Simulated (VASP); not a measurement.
**VASP inputs for Be2C (strained antifluorite)**

INCAR

```
LCHARG = .TRUE.
ISIF = 2
ALGO = Normal
IBRION = -1
LASPH = .TRUE.
NELM = 120
NSW = 0
METAGGA = R2SCAN
LREAL = .FALSE.
PREC = Accurate
SIGMA = 0.01
ENCUT = 520
LELF = .TRUE.
NBANDS = 11
EDIFF = 1E-7
ISMEAR = 0
LWAVE = .FALSE.
```

KPOINTS

```
KPOINTS created by Atomic Simulation Environment
0
Gamma
10 10 10
0 0 0
```

KPOINTS_OPT

```
special points
7
Reciprocal
0.0000000000 0.0000000000 0.0000000000 1
0.5000000000 0.0000000000 0.5000000000 1
0.6250000000 0.2500000000 0.6250000000 1
0.3750000000 0.3750000000 0.7500000000 1
0.5000000000 0.5000000000 0.5000000000 1
0.5000000000 0.2500000000 0.7500000000 1
0.0000000000 0.5000000000 0.5000000000 1
```

POSCAR

```
C  Be
 1.0000000000000000
     0.0000000000000000    2.2469050639999999    2.2469050639999999
     2.2469050639999999    0.0000000000000000    2.2469050639999999
     2.2469050639999999    2.2469050639999999    0.0000000000000000
 C   Be
   1   2
Cartesian
  0.0000000000000000  0.0000000000000000  0.0000000000000000
  1.1234525319999999  1.1234525319999999  1.1234525319999999
  3.3703575959999998  3.3703575959999998  3.3703575959999998
```

VASP ran with the recommended PBE PAW datasets (8 valence electrons in the cell).

Q: What does this run give?

A: gap between bands v and c 1.46 eV; least direct gap 4.39 eV; pressure -18.9 GPa.

Band v is the last that the valence electrons fill when counted band by band, and c is the next. Levels in eV from the top of v:

```csv
point,v−1,v,c,c+1
Γ,0.00,0.00,4.39,4.39
X,-4.46,-4.46,1.46,5.42
K,-6.20,-3.75,3.43,8.11
L,-1.73,-1.73,5.30,5.30
W,-5.77,-5.77,5.95,7.97
```
